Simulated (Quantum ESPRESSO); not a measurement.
## HfN: equation of state with r2SCAN

Crystal: HfN.

```xyz
2
Lattice="0.0000 2.2560 2.2560 2.2560 0.0000 2.2560 2.2560 2.2560 0.0000" Properties=species:S:1:pos:R:3 pbc="T T T"
Hf    0.0000    0.0000    0.0000
N     2.2560    2.2560    2.2560
```

| Property | Result |
| --- | --- |
| Program | Quantum ESPRESSO 7.5 |
| Task | equation of state |
| Functional | r2SCAN |
| Potentials or basis | SG15 PBE 1.2 |
| Cutoff | 1197 eV |
| Density cutoff | 4789 eV |
| k mesh | 8 × 8 × 8 |
| Occupations | fermi-dirac, width 0.05 eV |
| Spin | no spin polarisation |
| Symmetry | off |
| Mixing beta | 0.5 |
| Most SCF iterations | 120 |
| SCF threshold | 1e-08 Ry |

```yaml
Equilibrium_volume: 11.19 Å³/atom
Bulk_modulus: 299 GPa
Pressure_derivative_of_the_bulk_modulus: 4.5
```

Energy against volume, from the lowest point:
| volume (Å³/atom) | energy (meV/atom) |
| --- | --- |
| 10.793 | 13.80 |
| 11.023 | 2.12 |
| 11.252 | 0.00 |
| 11.482 | 6.44 |
| 11.712 | 20.51 |
| 11.941 | 41.41 |
| 12.171 | 68.40 |

All runs of the series together: 51 min on 2 threads of Arm Neoverse V2 (shared host).

Caveat: the potentials were made for another functional, which shifts forces and pressure. The run has no spin-orbit coupling, so splittings on Hf are missing.
